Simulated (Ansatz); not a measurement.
# TiC (P1) in Ansatz: convergence with basis error

Aim: find how far basis error must go before the results for TiC settle, at LDA. This setting moves, with any that are tied to it; all else stays.

Everything below comes from runs of Ansatz 0.2.0. Logs are shortened: lines on timing, memory, paths and dates and some standing lists are left out, and cuts for length are marked.

**1. The cell of the first run**

The typed cell holds 2 atoms: a = 3.063 Å, b = 3.063 Å, c = 3.063 Å, α = 60.00°, β = 60.00°, γ = 60.00°.

The cell is a database's computed one.

The cell isn't the ideal one: atoms moved at random, drawn with an rms of 0.05 Å.

**2. With basis error 0.03 eV/atom**

File input.yaml:

```yaml
crystal:
  lattice:
    - [0.0, 2.1657188437, 2.1657188437]
    - [2.1657188437, 0.0, 2.1657188437]
    - [2.1657188437, 2.1657188437, 0.0]
  atoms:
    - { symbol: Ti, position: [-0.017918, 0.021534, -0.007178] }
    - { symbol: C, position: [0.48439, 0.507434, 0.514174] }
kpoints:
  mp_grid: { grid: [7, 7, 7] }
scf:
  occupations: { method: fermi_dirac, width: 0.05 }
hamiltonian:
  xc: lda
  pseudopotentials: { kind: all_electron, lapw: { basis_error: 0.03 } }
output:
  forces: true
  stress: true
  eigenvalues: true
```

Potentials or basis: all-electron LAPW, scalar-relativistic.

On the command line:

```console
ansatz run input.yaml --threads 1 --pin off --max-ram 3072MiB --backend cpu --events-out ev --progress --plain --runs-dir out
```

Run time: 12 s. Hardware: 1 thread of Arm Neoverse V2, shared host; peak memory 0.27 GiB.

What came out:

* Free energy: -24214.8321 eV
* Pressure: -12.1 GPa
* Largest force: 0.484 eV/Å
* Band gap on the k mesh: none (metal or under the smearing width)

**3. With basis error 0.01 eV/atom**

Changes to input.yaml since step 2:

```diff
@@ -14,3 +14,3 @@
   xc: lda
-  pseudopotentials: { kind: all_electron, lapw: { basis_error: 0.03 } }
+  pseudopotentials: { kind: all_electron, lapw: { basis_error: 0.01 } }
 output:
```

Potentials or basis: all-electron LAPW, scalar-relativistic.

On the command line:

```console
ansatz run input.yaml --threads 1 --pin off --max-ram 3072MiB --backend cpu --events-out ev --progress --plain --runs-dir out
```

Wall time 17 s (1 thread of Arm Neoverse V2, shared host); peak memory 0.28 GiB.

Results:

| Item | Value |
| --- | --- |
| Free energy | -24214.8417 eV |
| Pressure | -12.1 GPa |
| Largest force | 0.483 eV/Å |
| Band gap on the k mesh | none (metal or under the smearing width) |

**4. With basis error 0.003 eV/atom**

Changes to input.yaml since step 3:

```diff
@@ -14,3 +14,3 @@
   xc: lda
-  pseudopotentials: { kind: all_electron, lapw: { basis_error: 0.01 } }
+  pseudopotentials: { kind: all_electron, lapw: { basis_error: 0.003 } }
 output:
```

On the command line:

```console
ansatz run input.yaml --threads 1 --pin off --max-ram 3072MiB --backend cpu --events-out ev --progress --plain --runs-dir out
```

Wall time 21 s (1 thread of Arm Neoverse V2, shared host); peak memory 0.32 GiB.

What came out:

```yaml
Free_energy: -24214.8451 eV
Pressure: -12.1 GPa
Largest_force: 0.484 eV/Å
Band_gap_on_the_k_mesh: none (metal or under the smearing width)
```

**5. With basis error 0.001 eV/atom**

Changes to input.yaml since step 4:

```diff
@@ -14,3 +14,3 @@
   xc: lda
-  pseudopotentials: { kind: all_electron, lapw: { basis_error: 0.003 } }
+  pseudopotentials: { kind: all_electron, lapw: { basis_error: 0.001 } }
 output:
```

On the command line:

```console
ansatz run input.yaml --threads 1 --pin off --max-ram 3072MiB --backend cpu --events-out ev --progress --plain --runs-dir out
```

Wall time 30 s (1 thread of Arm Neoverse V2, shared host); peak memory 0.37 GiB.

Results:

- Free energy: -24214.8461 eV
- Pressure: -12.1 GPa
- Largest force: 0.484 eV/Å
- Band gap on the k mesh: none (metal or under the smearing width)

**6. With basis error 0.0003 eV/atom**

Changes to input.yaml since step 5:

```diff
@@ -14,3 +14,3 @@
   xc: lda
-  pseudopotentials: { kind: all_electron, lapw: { basis_error: 0.001 } }
+  pseudopotentials: { kind: all_electron, lapw: { basis_error: 0.0003 } }
 output:
```

Potentials or basis: all-electron LAPW, scalar-relativistic.

On the command line:

```console
ansatz run input.yaml --threads 1 --pin off --max-ram 3072MiB --backend cpu --events-out ev --progress --plain --runs-dir out
```

Run time: 40 s. Hardware: 1 thread of Arm Neoverse V2, shared host; peak memory 0.43 GiB.

The run converged. Its results:

* Free energy: -24214.8465 eV
* Pressure: -12.1 GPa
* Largest force: 0.484 eV/Å
* Band gap on the k mesh: none (metal or under the smearing width)

**7. With basis error 0.0001 eV/atom**

Changes to input.yaml since step 6:

```diff
@@ -14,3 +14,3 @@
   xc: lda
-  pseudopotentials: { kind: all_electron, lapw: { basis_error: 0.0003 } }
+  pseudopotentials: { kind: all_electron, lapw: { basis_error: 0.0001 } }
 output:
```

Potentials or basis: all-electron LAPW, scalar-relativistic.

On the command line:

```console
ansatz run input.yaml --threads 1 --pin off --max-ram 3072MiB --backend cpu --events-out ev --progress --plain --runs-dir out
```

Log:

```text
Warning: RAYON_NUM_THREADS=1 ignored (pool sized by the plan → 1); use --threads N
LAPW: plane waves up to 10.442 Å⁻¹, error target 1.0e-4 eV per atom; small_component_spin mean_spin; C in spheres of 0.933 Å, 6 of its electrons in bands, Dirac shells []; Ti in spheres of 1.182 Å, 20 of its electrons in bands, Dirac shells [] (how accurate: hamiltonian.pseudopotentials.lapw.basis_error, Limitations)
Engine: ansatz 0.2.0, aarch64-unknown-linux-gnu
Pseudopotentials: kind: all_electron
Pseudopotential: Ti, LAPW, valence charge 20, lapw/all_electron/scalar/gaussian/Ti, Koelling and Harmon's equation, gaussian nucleus
Pseudopotential: C, LAPW, valence charge 6, lapw/all_electron/scalar/gaussian/C, Koelling and Harmon's equation, gaussian nucleus
Functional definition: SPW92
  exchange = slater_x
  correlation = pw_c
Crystal: 2 atoms, lattice volume = 20.316 Å³
Basis set: ecut = 415.40592870542537 eV, 387 PW (Γ), exchange–correlation at level 2
Bands: 17, of which v1, the nominal top of the filled ones, is band 13 counted from 1 (12 counted from 0)
Symmetry: 1 space group operations
Space group: P1 (ITA 1), of the structure as read, at distance tolerance 2.7e-5 Å
k-points: 172 of 343 (time reversal used)
Non-local potential: Ti, projectors of the file, none
Non-local potential: C, projectors of the file, none
Initial density: superposition of atomic densities (chi_scale 0.1, normalization cell, long waves kept (reshape's long-wave potential 0.00 eV rms))
Initial wavefunctions: plane waves of lowest kinetic energy (no species holds an atomic orbital)
Functional: x = slater, c = lda
iter 1 solved again at ethr=2.52e-2 eV; its pass at ethr=1.00e-1 eV (dr2=6.55e0 eV) is discarded
SCF iter   1: F=—  HF=-24217.149173 eV  |F-HF|=—  |Δ(HF+E_count)|=         —  Δρ=1.61e-1  dr2=6.55e0  ethr=2.52e-2  ⟨swp⟩=2.0  Hψ=17934  notcnv=0
preconditioner: auto → none  [insulator: Δε(μ)=0.124 eV  Ē_g=20.423 eV  σ=0.050 eV  W_gap=0.50  n_scr=8 (ndim 8)  ℏωp=30.8 eV  f_vac=0.000  D(μ)=0.13/eV (n_scr^D=0)  ε∞_Penn≈3.3]
SCF iter   2: F=—  HF=-24218.343248 eV  |F-HF|=—  |Δ(HF+E_count)|=    1.19e0  Δρ=1.88e-1  dr2=8.78e0  ethr=2.52e-2  ⟨swp⟩=3.0  Hψ=9342  notcnv=0
iter 3 solved again at ethr=8.64e-4 eV; its pass at ethr=2.52e-2 eV (dr2=2.25e-1 eV) is discarded
SCF iter   3: F=—  HF=-24214.957694 eV  |F-HF|=—  |Δ(HF+E_count)|=    3.39e0  Δρ=3.35e-2  dr2=2.25e-1  ethr=8.64e-4  ⟨swp⟩=2.0  Hψ=14666  notcnv=0
SCF iter   4: F=—  HF=-24214.852858 eV  |F-HF|=—  |Δ(HF+E_count)|=         —  Δρ=1.09e-2  dr2=1.52e-2  ethr=8.64e-4  ⟨swp⟩=3.0  Hψ=9466  notcnv=0
the basis was enlarged: its passes take 176.6 KiB over the memory plan, 1 of 1 planned eigensolver slots
SCF iter   5: F=—  HF=-24214.849654 eV  |F-HF|=—  |Δ(HF+E_count)|=   3.20e-3  Δρ=5.28e-3  dr2=6.93e-3  ethr=5.86e-5  ⟨swp⟩=2.0  Hψ=8973  notcnv=0
SCF iter   6: F=—  HF=-24214.847223 eV  |F-HF|=—  |Δ(HF+E_count)|=   2.43e-3  Δρ=2.06e-3  dr2=1.00e-3  ethr=2.67e-5  ⟨swp⟩=2.0  Hψ=8306  notcnv=0
SCF iter   7: F=—  HF=-24214.846662 eV  |F-HF|=—  |Δ(HF+E_count)|=   5.61e-4  Δρ=6.92e-4  dr2=9.87e-5  ethr=3.86e-6  ⟨swp⟩=2.0  Hψ=8306  notcnv=0
SCF iter   8: F=—  HF=-24214.846555 eV  |F-HF|=—  |Δ(HF+E_count)|=   1.07e-4  Δρ=2.15e-4  dr2=8.45e-6  ethr=3.80e-7  ⟨swp⟩=2.0  Hψ=8309  notcnv=0
SCF iter   9: F=—  HF=-24214.846542 eV  |F-HF|=—  |Δ(HF+E_count)|=   1.30e-5  Δρ=3.60e-5  dr2=2.18e-7  ethr=3.25e-8  ⟨swp⟩=2.9  Hψ=8506  notcnv=0
SCF iter  10: F=-24214.846541 eV  HF=-24214.846541 eV  |F-HF|=3.74e-9  |Δ(HF+E_count)|=   4.35e-7  Δρ=3.07e-6  dr2=1.42e-9  ethr=8.40e-10  ⟨swp⟩=3.0  Hψ=8843  notcnv=0
SCF 1 converged in 10 iterations: F = -24214.846541 eV  dr2 = 1.42e-9
SCF converged after 10 iterations
Free energy (F): -24214.846541 eV
Harris-Foulkes:  -24214.846541 eV  (|F-HF|=3.74e-9)
Internal energy: -24214.842792 eV  (E = F + TS)
E sigma→0 (E₀):  -24214.844666 eV
Entropy (-TS):   -0.003750 eV (-1.875 meV/atom)
Fermi energy:    14.732778 eV
--- Per-component energies (eV) ---
  E_band       = -4165.061235
  E_kinetic    = 24415.183579
  E_xc         = -1236.808967
  E_electrostatic = -47393.217404  (all electrons and nuclei)
  E_smearing   = -0.003750  (= −TS)
  E_closure    = 0.000000  (closes the sum)
  E_atoms      = -24195.367548  (free atoms, spherical and without spin; not in F)
  Σ components = -24214.846541   (vs F -24214.846541, Δ=0.00e0)
  Basis errors (estimates in eV, not in F): energy 3.0e-5 per atom: plane waves 2.7e-5 (1.6e-5 summed), levels above the bands 1.0e-22, relativity 6.4e-9, radial functions 2.7e-6, core shells 2.3e-12; eigenvalues (radial functions only) 2.7e-7; not estimated: angular momenta, meshes, grids; target (lapw.basis_error) 1.0e-4; muffin-tin radii C 0.933 Å, Ti 1.182 Å
--- Forces (eV/Å), atoms counted from 1 ---
  atom   1  Ti     0.12727519     0.41823572    -0.20724041
  atom   2  C     -0.12727259    -0.41823184     0.20723624
  max |Σ_I F_I| component: 4.17e-6 eV/Å
--- Stress (GPa, compression-positive) ---
      -12.336011      -0.210948       0.121740
       -0.210948     -11.883609       0.333191
        0.121740       0.333191     -12.224097
  P = ⅓ Tr σ = -12.1479 GPa (-121.479 kbar)
--- Band table (eV; the first three rows and the last of 172) ---
  k-point 0: bands = ["-514.3639", "-422.8027", "-422.8023", "-422.8002", "-247.0198", "-41.1269", "-17.4689", "-17.4685", "-17.4661", "2.5993", "15.3328", "15.3698", "15.4538", "16.0791", "16.3647", "16.6494", "16.8009"]
  k-point 1: bands = ["-514.3639", "-422.8027", "-422.8023", "-422.8002", "-247.0198", "-41.1124", "-17.5676", "-17.4782", "-17.4768", "3.0563", "13.8404", "14.2764", "14.3055", "15.9532", "15.9758", "17.1826", "18.9354"]
  k-point 2: bands = ["-514.3639", "-422.8027", "-422.8023", "-422.8002", "-247.0198", "-41.0797", "-17.7873", "-17.4994", "-17.4980", "4.2806", "11.4891", "12.8036", "12.8094", "16.7786", "16.7865", "17.8459", "21.2225"]
  k-point 171: bands = ["-514.3639", "-422.8027", "-422.8023", "-422.8002", "-247.0198", "-41.0435", "-17.9458", "-17.5893", "-17.5314", "5.9600", "9.4736", "11.9033", "12.1431", "17.5441", "17.6142", "18.6939", "21.7498"]
```

Wall time 55 s (1 thread of Arm Neoverse V2, shared host); peak memory 0.51 GiB.

Results:

```
Free energy            : -24214.8465 eV
Pressure               : -12.1 GPa
Largest force          : 0.484 eV/Å
Band gap on the k mesh : none (metal or under the smearing width)
```

**8. Result**

```
   basis error  energy less the tightest run, at zero smearing (meV/atom)  SCF cycles  CPU time (s)  peak memory (GiB)
  0.03 eV/atom                                                       7.22          10            12               0.27
  0.01 eV/atom                                                       2.44          10            17               0.28
 0.003 eV/atom                                                       0.70          10            21               0.32
 0.001 eV/atom                                                       0.21          10            30               0.37
0.0003 eV/atom                                                       0.04          10            40               0.43
0.0001 eV/atom                                                       0.00          10            55               0.51
```

Against the tightest run, the energy stays within 1 meV/atom from 0.003 eV/atom on. The tightest run that finished is the yardstick and may itself not be fully converged.

Caveats: the k mesh is thin for a metal, which can move the energy by tens of meV per atom.
